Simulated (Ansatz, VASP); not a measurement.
TiB2 in VASP and in Ansatz

```xyz
3
Lattice="3.0691 0.0000 0.0000 -1.5345 2.6579 0.0000 0.0000 0.0000 3.2709" Properties=species:S:1:pos:R:3 pbc="T T T"
Ti    0.0000    0.0000    0.0000
B     1.5345    0.8860    1.6354
B     0.0000    1.7719    1.6354
```

Change from the starting cell: volume scaled by 1.04.

Alike in both runs: task single point; functional PBE; k mesh 10 × 10 × 8; occupations fermi-dirac, width 0.05 eV; no spin polarisation.

|  | VASP | Ansatz |
| --- | --- | --- |
| version | VASP 6.6.1 | Ansatz 0.2.0 |
| potentials or method | VASP PAW PBE potentials, release 64 (Ti_sv, B) | Ansatz PAW |
| plane-wave cutoff (eV) | 520 | 420 |
| valence electrons in the cell | 18 | 18 |

|  | VASP | Ansatz | Ansatz less VASP |
| --- | --- | --- | --- |
| gap on the k mesh at the Fermi level (eV) | none | none | - |
| pressure (GPa) | -8.8 | -9.0 | -0.15 |
| largest component of the traceless stress (GPa) | 1.08 | 1.06 | -0.018 |

A gap of «none» marks a metal or a gap that the smearing closes.
